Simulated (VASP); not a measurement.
C62N (a cell with a defect), 63 atoms in the cell. The cell holds a defect, 63 atoms: a = 7.144 Å, b = 7.144 Å, c = 7.144 Å, α = 90.00°, β = 90.00°, γ = 90.00°. The cell was built by a generator and needn't be a form met in nature.

| Property | Result |
| --- | --- |
| Program | VASP 6.6.1 |
| Task | single point |
| Functional | PBE |
| Potentials or basis | VASP PAW PBE potentials, release 64 (N, C) |
| Cutoff | 420 eV |
| k mesh | 1 × 1 × 1 |
| Spin | collinear spin, ferromagnetic start |
| Further INCAR settings | LREAL = Auto; ALGO = Normal; EDIFF = 1e-06; NBANDS = 144; ISYM = 0; NELECT = 254 |

Potentials or basis: VASP PAW PBE potentials, release 64 (N, C).

Run with:

```sh
$ cat potpaw_PBE.64/N/POTCAR potpaw_PBE.64/C/POTCAR > POTCAR
$ mpirun -np 1 vasp_gam > vasp.out
```

Hardware: 1 × NVIDIA H100 80GB with 1 thread of AMD EPYC 7R13 Processor (Zen 3), on a shared host.

Problem. Estimate the wall time of this run.

Solution. It took 110 s on 1 × NVIDIA H100 80GB with 1 thread of AMD EPYC 7R13 Processor (Zen 3), on a shared host, peak memory 1.3 GiB. Counts: scf iterations 17, k points 1.
